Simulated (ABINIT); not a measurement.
# La2O3 (P-3m1) in ABINIT: notebook

One crystal, La2O3, is run at these levels: LDA; tasks: single point, relaxation of cell and atoms.

All numbers are computed with ABINIT 10.8.3 (patched build); they aren't measurements. Logs are shortened: lines on timing, memory, paths and dates and some standing lists are left out, and cuts for length are marked. The log counts tension as positive stress, the text compression.

### 1 The crystal as given

The structure is trigonal, space group P-3m1 (No. 164). Conventional cell: a = 3.931 Å, b = 3.931 Å, c = 6.112 Å, α = 90.00°, β = 90.00°, γ = 120.00°. Around La (site symmetry 3m) lie 4 O at 2.36 to 2.44 Å. Around O (site symmetry -3m) lie 6 La at 2.72 Å. Around O (site symmetry 3m) lie 4 La at 2.36 to 2.44 Å.

The cell is a database's computed one.

### 2 Single point, LDA

Contents of run.abi:

```
pp_dirpath "./"
pseudos "La.LDA_PW-JTH.xml, O.LDA_PW-JTH.xml"

acell 3*1.0 Angstrom
rprim
     3.9307778780     0.0000000000     0.0000000000
    -1.9653889390     3.4041534990     0.0000000000
     0.0000000000     0.0000000000     6.1119535200
ntypat 2
znucl 57 8
natom 5
typat 1 1 2 2 2
xcart
    -0.0000000004     4.2886118664     2.8440019716
     3.7140468235     2.1443059329     8.7059162677
     0.0000000000     0.0000000000     0.0000000000
    -0.0000000004     4.2886118664     7.4599841990
     3.7140468235     2.1443059329     4.0899340403

ecut 19.0
pawecutdg 38.0

kptopt 1
ngkpt 6 6 4
nshiftk 1
shiftk 0.0 0.0 0.0

ixc 7

nband 27
occopt 3
tsmear 0.05 eV

nstep 100
tolvrs 1.0e-9

iomode 3
prtwf 0
prtden 0
prteig 0
prtebands 0
enunit 2
```

Potentials or basis: JTH PAW LDA v2.0.

Command:

```bash
$ mpirun --bind-to none -np 4 abinit run.abi > log 2>&1
```

run.abo:

```text
.Version 10.8.3 of ABINIT
 Symmetries : space group P-3 m 1 (#164); Bravais hP (primitive hexag.)
================================================================================
 Values of the parameters that define the memory need of the present run
     intxc =       0    ionmov =       0      iscf =      17    lmnmax =      32
     lnmax =       8     mgfft =      48  mpssoang =       4    mqgrid =    3206
     natom =       5  nloc_mem =       2    nspden =       1   nspinor =       1
    nsppol =       1      nsym =      12    n1xccc =       1    ntypat =       2
    occopt =       3   xclevel =       1
       mpw =        2214          nfft =       43200          nkpt =          24
Pmy_natom=         2
 PAW method is used; the additional fine FFT grid is defined by:
   mgfftf=        72    nfftf =    145800
================================================================================
================================================================================

--------------------------------------------------------------------------------
------------- Echo of variables that govern the present computation ------------
--------------------------------------------------------------------------------
 -outvars: echo values of preprocessed input variables --------
            acell      1.8897261259E+00  1.8897261259E+00  1.8897261259E+00 Bohr
              amu      1.38905500E+02  1.59994000E+01
             ecut      1.90000000E+01 Hartree
           enunit           2
              ixc           7
         kptrlatt        6    0    0      0    6    0      0    0    4
          kptrlen      4.45685619E+01
            natom           5
            nband          27
            ngfft          30      30      48
          ngfftdg          45      45      72
             nkpt          24
            nstep         100
             nsym          12
           ntypat           2
           occopt           3
        pawecutdg      3.80000000E+01 Hartree
           prtden           0
        prtebands           0
           prteig           0
            prtwf           0
            rprim      3.9307778780E+00  0.0000000000E+00  0.0000000000E+00
                      -1.9653889390E+00  3.4041534990E+00  0.0000000000E+00
                       0.0000000000E+00  0.0000000000E+00  6.1119535200E+00
          spgroup         164
           tolvrs      1.00000000E-09
           tsmear      1.83746611E-03 Hartree
            typat      1  1  2  2  2
           useylm           1
           xangst     -6.6106869706E-10  2.2694356648E+00  1.5049810301E+00
                       1.9653889383E+00  1.1347178318E+00  4.6069724858E+00
[... 193 lines left out ...]
  -1.00307   -0.99402   -0.52382   -0.47377   -0.45912   -0.39357   -0.39357   -0.38467
  -0.38467   -0.38053   -0.34974    0.00225    0.00225    0.00964    0.00964    0.01402
   0.02813    0.07647    0.07647    0.08640    0.24341    0.25706    0.25706    0.27605
   0.28673    0.28673    0.28703
      occupation numbers for kpt#   1
   2.00000    2.00000    2.00000    2.00000    2.00000    2.00000    2.00000    2.00000
   2.00000    2.00000    2.00000    2.00000    2.00000    2.00000    2.00000    2.00000
   2.00000    2.00000    2.00000    2.00000    0.00000    0.00000    0.00000    0.00000
   0.00000    0.00000    0.00000
 prteigrs : prtvol=0 or 1, do not print more k-points.

 Fermi (or HOMO) energy (eV) =   4.67484   Average Vxc (eV)= -11.25538
 Eigenvalues (   eV  ) for nkpt=  24  k points:
 kpt#   1, nband= 27, wtk=  0.00694, kpt=  0.0000  0.0000  0.0000 (reduced coord)
 -27.29488  -27.04857  -14.25377  -12.89202  -12.49316  -10.70970  -10.70970  -10.46753
 -10.46753  -10.35486   -9.51686    0.06118    0.06118    0.26231    0.26231    0.38156
   0.76544    2.08086    2.08086    2.35094    6.62358    6.99506    6.99506    7.51177
   7.80224    7.80227    7.81057
 prteigrs : prtvol=0 or 1, do not print more k-points.

--- !EnergyTerms
iteration_state     : {dtset: 1, }
comment             : Components of total free energy in Hartree
kinetic             :  4.21274314064145E+01
hartree             :  1.96508503268320E+01
xc                  : -2.96545967448060E+01
Ewald energy        : -9.79164538497199E+01
psp_core            :  1.02447516881437E+01
local_psp           : -6.32427132960471E+01
PAW spherical_terms :  5.57981519608224E+00
internal            : -1.13210915273101E+02
'-kT*entropy'       :  3.13317702996346E-15
total_energy        : -1.13210915273101E+02
total_energy_eV     : -3.08062594275737E+03
...

--- !EnergyTermsDC
iteration_state     : {dtset: 1, }
comment             : '"Double-counting" decomposition of free energy'
band_energy         : -1.07700907361982E+01
Ewald energy        : -9.79164538497199E+01
psp_core            :  1.02447516881437E+01
xc_dc               : -2.08983552007891E+01
PAW spherical_terms :  6.12923364265346E+00
internal            : -1.13210914455910E+02
'-kT*entropy'       :  3.13317702996346E-15
total_energy_dc     : -1.13210914455910E+02
total_energy_dc_eV  : -3.08062592052048E+03
...

--- !EnergyTermsWithPAWCore
iteration_state     : {dtset: 1, }
comment             : 'Components of total free energy, including PAW core contributions'
Total energy        : -1.71989963600055E+04
Total energy DC     : -1.71989963591883E+04
Total energy (eV)   : -4.68008532995331E+05
Total energy DC (eV): -4.68008532973094E+05
...

 Cartesian components of stress tensor (hartree/bohr^3)
  sigma(1 1)=  2.00921621E-04  sigma(3 2)=  0.00000000E+00
  sigma(2 2)=  2.00921621E-04  sigma(3 1)=  0.00000000E+00
  sigma(3 3)=  1.90847265E-04  sigma(2 1)=  0.00000000E+00

-Cartesian components of stress tensor (GPa)         [Pressure= -5.8125E+00 GPa]
- sigma(1 1)=  5.91131819E+00  sigma(3 2)=  0.00000000E+00
- sigma(2 2)=  5.91131818E+00  sigma(3 1)=  0.00000000E+00
- sigma(3 3)=  5.61492040E+00  sigma(2 1)=  0.00000000E+00

== END DATASET(S) ==============================================================
================================================================================

 -outvars: echo values of variables after computation  --------
            acell      1.8897261259E+00  1.8897261259E+00  1.8897261259E+00 Bohr
           etotal     -1.1321091446E+02
            fcart      0.0000000000E+00  1.2557187758E-28  1.8638145450E-03
                      -3.6249478663E-29 -1.4650052385E-28 -1.8638145450E-03
                      -3.6249478663E-29 -2.0928646264E-29  4.3368086899E-20
                      -3.6249478663E-29 -1.8835781638E-28 -4.5871943813E-04
                       1.0874843599E-28  2.3021510890E-28  4.5871943813E-04
            rprim      3.9307778780E+00  0.0000000000E+00  0.0000000000E+00
                      -1.9653889390E+00  3.4041534990E+00  0.0000000000E+00
                       0.0000000000E+00  0.0000000000E+00  6.1119535200E+00
           strten      2.0092162139E-04  2.0092162119E-04  1.9084726543E-04
                       0.0000000000E+00  0.0000000000E+00  0.0000000000E+00
           xangst     -6.6106869706E-10  2.2694356648E+00  1.5049810301E+00
                       1.9653889383E+00  1.1347178318E+00  4.6069724858E+00
                      -6.6106839541E-10 -1.1537891928E-09 -2.0579785601E-09
                      -6.6106869706E-10  2.2694356648E+00  3.9476536291E+00
                       1.9653889383E+00  1.1347178318E+00  2.1642998868E+00
             xred      3.3333333300E-01  6.6666666633E-01  2.4623567983E-01
                       6.6666666633E-01  3.3333333299E-01  7.5376431949E-01
                      -3.3764535612E-10 -3.3893571283E-10 -3.3671371247E-10
                       3.3333333300E-01  6.6666666633E-01  6.4589064956E-01
                       6.6666666633E-01  3.3333333299E-01  3.5410934976E-01
 Calculation completed.
```

It took 21 s on 4 MPI ranks of Arm Neoverse V2, shared host; peak memory 0.48 GiB.

What came out:

* Free energy: -3080.6259 eV
* Pressure: -5.8 GPa
* Largest force: 0.096 eV/Å
* Band gap on the k mesh: 3.73 eV, indirect (least direct gap 3.82 eV)
* Valence electrons inside the program's atomic spheres: La 7.97; O 4.47, 4.54

Forces in eV/Å, atoms in the order of the input:
```
La   0.000  0.000  0.096
La   0.000  0.000 -0.096
O    0.000  0.000  0.000
O    0.000  0.000 -0.024
O    0.000  0.000  0.024
```

Stress tensor (GPa, compression positive):
```
-5.91  0.00  0.00
 0.00 -5.91  0.00
 0.00  0.00 -5.61
```

Caveat: spin-orbit coupling is left out, which moves the levels of the heavy elements. A k mesh can miss the band edges.

### 3 Relaxation of cell and atoms, LDA

Contents of run.abi:

```
# Pseudopotentials
pp_dirpath "./"
pseudos "La.LDA_PW-JTH.xml, O.LDA_PW-JTH.xml"

# Structure
acell 7.4280936462 7.4280936462 11.5499182392
rprim
     1.0000000000     0.0000000000     0.0000000000
    -0.5000000000     0.8660254038     0.0000000000
     0.0000000000     0.0000000000     1.0000000000
ntypat 2
znucl 57 8
natom 5
typat 1 1 2 2 2
chkprim 0
chksymtnons 0
tolsym 1.0e-6
xred
            1/3            2/3   0.2462356800
            2/3            1/3   0.7537643200
            0.0            0.0            0.0
            1/3            2/3   0.6458906500
            2/3            1/3   0.3541093500

# Plane-wave basis
ecut 23.0
pawecutdg 45.0
ecutsm 0.5

# k points
kptopt 1
ngkpt 6 6 4
nshiftk 1
shiftk 0.0 0.0 0.0

# Exchange and correlation
ixc 7

# Bands and occupations
nband 27
occopt 3
tsmear 0.00183747

# SCF cycle
nstep 80
tolvrs 1.0e-10

# Output
iomode 3
prteig 0
prtebands 0
prtwf 0
prtden 0

# Relaxation
ionmov 2
optcell 2
ntime 50
tolmxf 2.0e-5
dilatmx 1.08
```

Potentials or basis: JTH PAW LDA v2.0.

Command:

```bash
$ mpirun --bind-to none -np 4 abinit run.abi > log 2>&1
```

It took 4.8 min on 4 MPI ranks of Intel Xeon 6975P-C (Granite Rapids), shared host; peak memory 0.64 GiB.

It converged, with:

```yaml
Free_energy: -3080.7022 eV
Relaxed_volume: 15.66 Å³/atom
Relaxed_cell: a = 3.893 Å, b = 3.893 Å, c = 5.964 Å, α = 90.00°, β = 90.00°, γ = 120.00°
Space_group_after_relaxing_to_0.05_Å: P-3m1 (No. 164)
Energy_gained_by_relaxing: 11.6 meV/atom
Ionic_steps: 13
Pressure_after_relaxing: 0.0 GPa
Band_gap_on_the_k_mesh: 3.74 eV, indirect (least direct gap 3.82 eV)
```

Step by step:
| step | energy change (eV) | largest force (eV/Å) | pressure (GPa) | volume (Å³) |
| --- | --- | --- | --- | --- |
| 1 | 0.0000 | 0.1001 | -5.33 | 81.78 |
| 2 | -0.0352 | 0.0514 | -3.11 | 80.46 |
| 3 | -0.0528 | 0.2133 | 0.11 | 78.67 |
| 4 | -0.0540 | 0.1698 | 0.06 | 78.64 |
| 5 | -0.0568 | 0.0433 | 0.01 | 78.40 |
| 6 | -0.0569 | 0.0457 | -0.01 | 78.40 |
| 7 | -0.0576 | 0.0442 | -0.04 | 78.33 |
| 8 | -0.0576 | 0.0362 | -0.02 | 78.33 |
| 9 | -0.0577 | 0.0269 | 0.01 | 78.31 |
| 10 | -0.0578 | 0.0274 | 0.02 | 78.30 |
| 11 | -0.0578 | 0.0139 | 0.02 | 78.29 |
| 12 | -0.0578 | 0.0030 | 0.01 | 78.29 |
| 13 | -0.0578 | 0.0002 | 0.00 | 78.29 |

Final structure:
```yaml
crystal:
  lattice:
    - [3.89330, 0.00000, 0.00000]
    - [-1.94665, 3.37169, 0.00000]
    - [0.00000, 0.00000, 5.96412]
  atoms:
    - { symbol: La, position: [0.33333, 0.66667, 0.24381] }
    - { symbol: La, position: [0.66667, 0.33333, 0.75619] }
    - { symbol: O, position: [0.00000, 0.00000, 0.00000] }
    - { symbol: O, position: [0.33333, 0.66667, 0.64668] }
    - { symbol: O, position: [0.66667, 0.33333, 0.35332] }
```

Caveat: spin-orbit coupling is left out, which moves the levels of the heavy elements.

### 4 Single point, LDA (cell relaxed)

Contents of run.abi:

```
pp_dirpath "./"
pseudos "La.LDA_PW-JTH.xml, O.LDA_PW-JTH.xml"

acell 3*1.0 Angstrom
rprim
     3.8932969200     0.0000000000     0.0000000000
    -1.9466484600     3.3716940400     0.0000000000
     0.0000000000     0.0000000000     5.9641191900
ntypat 2
znucl 57 8
natom 5
typat 1 1 2 2 2
xred
     0.3333333300     0.6666666700     0.2438068400
     0.6666666700     0.3333333300     0.7561931600
     0.0000000000     0.0000000000     0.0000000000
     0.3333333300     0.6666666700     0.6466785600
     0.6666666700     0.3333333300     0.3533214400
chkprim 0
chksymtnons 0
tolsym 1.0e-6

ecut 23.0
pawecutdg 45.0

kptopt 1
ngkpt 6 6 4
nshiftk 1
shiftk 0.0 0.0 0.0

ixc 7

nband 27
occopt 3
tsmear 0.00183747

nstep 100
tolvrs 1.0e-9

iomode 3
prtwf 0
prtden 0
prteig 0
prtebands 0
enunit 1
```

Potentials or basis: JTH PAW LDA v2.0.

Command:

```bash
$ mpirun --bind-to none -np 4 abinit run.abi > log 2>&1
```

run.abo:

```text
.Version 10.8.3 of ABINIT
 Symmetries : space group P-3 m 1 (#164); Bravais hP (primitive hexag.)
================================================================================
 Values of the parameters that define the memory need of the present run
     intxc =       0    ionmov =       0      iscf =      17    lmnmax =      32
     lnmax =       8     mgfft =      50  mpssoang =       4    mqgrid =    3404
     natom =       5  nloc_mem =       2    nspden =       1   nspinor =       1
    nsppol =       1      nsym =      12    n1xccc =       1    ntypat =       2
    occopt =       3   xclevel =       1
       mpw =        2811          nfft =       51200          nkpt =          24
Pmy_natom=         2
 PAW method is used; the additional fine FFT grid is defined by:
   mgfftf=        72    nfftf =    165888
================================================================================
================================================================================

--------------------------------------------------------------------------------
------------- Echo of variables that govern the present computation ------------
--------------------------------------------------------------------------------
 -outvars: echo values of preprocessed input variables --------
            acell      1.8897261259E+00  1.8897261259E+00  1.8897261259E+00 Bohr
              amu      1.38905500E+02  1.59994000E+01
          chkprim           0
      chksymtnons           0
             ecut      2.30000000E+01 Hartree
           enunit           1
              ixc           7
[... 267 lines left out ...]
  sigma(3 3)=  3.82159152E-06  sigma(2 1)=  0.00000000E+00

-Cartesian components of stress tensor (GPa)         [Pressure= -1.2972E-01 GPa]
- sigma(1 1)=  1.38364319E-01  sigma(3 2)=  0.00000000E+00
- sigma(2 2)=  1.38363328E-01  sigma(3 1)=  0.00000000E+00
- sigma(3 3)=  1.12435104E-01  sigma(2 1)=  0.00000000E+00

== END DATASET(S) ==============================================================
================================================================================

 -outvars: echo values of variables after computation  --------
            acell      1.8897261259E+00  1.8897261259E+00  1.8897261259E+00 Bohr
           etotal     -1.1321376419E+02
            fcart      2.6233771934E-26 -2.5964700472E-26  2.9639523635E-05
                       4.4972180459E-26 -1.5146075276E-26 -2.9639523635E-05
                       2.6233771934E-26 -1.5146075276E-26 -1.6940658945E-22
                      -4.8719862164E-26 -5.8420576063E-26 -4.3213276872E-06
                      -4.8719862164E-26  1.1467742709E-25  4.3213276872E-06
            rprim      3.8932969200E+00  0.0000000000E+00  0.0000000000E+00
                      -1.9466484600E+00  3.3716940400E+00  0.0000000000E+00
                       0.0000000000E+00  0.0000000000E+00  5.9641191900E+00
           strten      4.7029076220E-06  4.7028739202E-06  3.8215915246E-06
                       0.0000000000E+00  0.0000000000E+00  0.0000000000E+00
           xangst      2.4129538770E-16  2.2477960267E+00  1.4540930531E+00
                       1.9466484600E+00  1.1238980133E+00  4.5100261369E+00
                       7.2040464705E-17  1.2477774517E-16  0.0000000000E+00
                       2.4129538770E-16  2.2477960267E+00  3.8568680095E+00
                       1.9466484600E+00  1.1238980133E+00  2.1072511805E+00
             xred      3.3333333333E-01  6.6666666667E-01  2.4380684000E-01
                       6.6666666667E-01  3.3333333333E-01  7.5619316000E-01
                       3.7007434154E-17  3.7007434154E-17  0.0000000000E+00
                       3.3333333333E-01  6.6666666667E-01  6.4667856000E-01
                       6.6666666667E-01  3.3333333333E-01  3.5332144000E-01
 Calculation completed.
```

Wall time 20 s (4 MPI ranks of Intel Xeon 6975P-C (Granite Rapids), shared host); peak memory 0.56 GiB.

What came out:

```yaml
Free_energy: -3080.7035 eV
Pressure: -0.1 GPa
Band_gap_on_the_k_mesh: 3.74 eV, indirect (least direct gap 3.82 eV)
Valence_electrons_inside_the_program's_atomic_spheres: La 8.00; O 4.46, 4.55
```

Levels at points of the mesh, in eV from the valence-band top:
```
           k point  band 16  band 17  band 18  band 19  band 20  band 21  band 22  band 23  band 24  band 25
(0.00, 0.00, 0.00)    -2.13    -1.82    -0.47    -0.47    -0.18     4.28     4.50     4.50     5.33     5.52
(0.50, 0.00, 0.00)    -0.77    -0.76    -0.67    -0.43    -0.32     3.78     4.75     5.29     5.30     5.39
(0.00, 0.00, 0.50)    -2.00    -1.10    -0.91    -0.34    -0.34     4.69     4.69     4.72     5.11     5.53
(0.50, 0.00, 0.50)    -1.02    -0.97    -0.80    -0.37     0.00     4.44     4.63     5.15     5.32     5.41
```

Caveat: spin-orbit coupling is left out, which moves the levels of the heavy elements.

### 5 The runs side by side

| task | cell | cutoff (eV) | fine-grid cutoff | cell freedom (optcell) | optimiser (ionmov) | cutoff smearing ecutsm (Ha) | force stop (Ha/bohr) | gap on the mesh (eV) | pressure (GPa) |
| --- | --- | --- | --- | --- | --- | --- | --- | --- | --- |
| single point | as given | 517 | 1034.03 eV | - | - | - | - | 3.73 | -5.8 |
| relaxation of cell and atoms | relaxed | 626 | 1224.51 eV | 2 | 2 | 0.5 | 2e-05 | 3.74 | 0.0 |
| single point | cell relaxed | 626 | 1224.51 eV | - | - | - | - | 3.74 | -0.1 |

Alike in all rows: level LDA; potentials or basis JTH PAW LDA v2.0; no spin polarisation; k mesh 6 × 6 × 4; smearing fermi-dirac 0.05 eV.

Caveats: spin-orbit coupling is left out, which moves the levels of the heavy elements.

Total energies depend on the potentials used, so only differences within one code and one set of settings carry meaning.
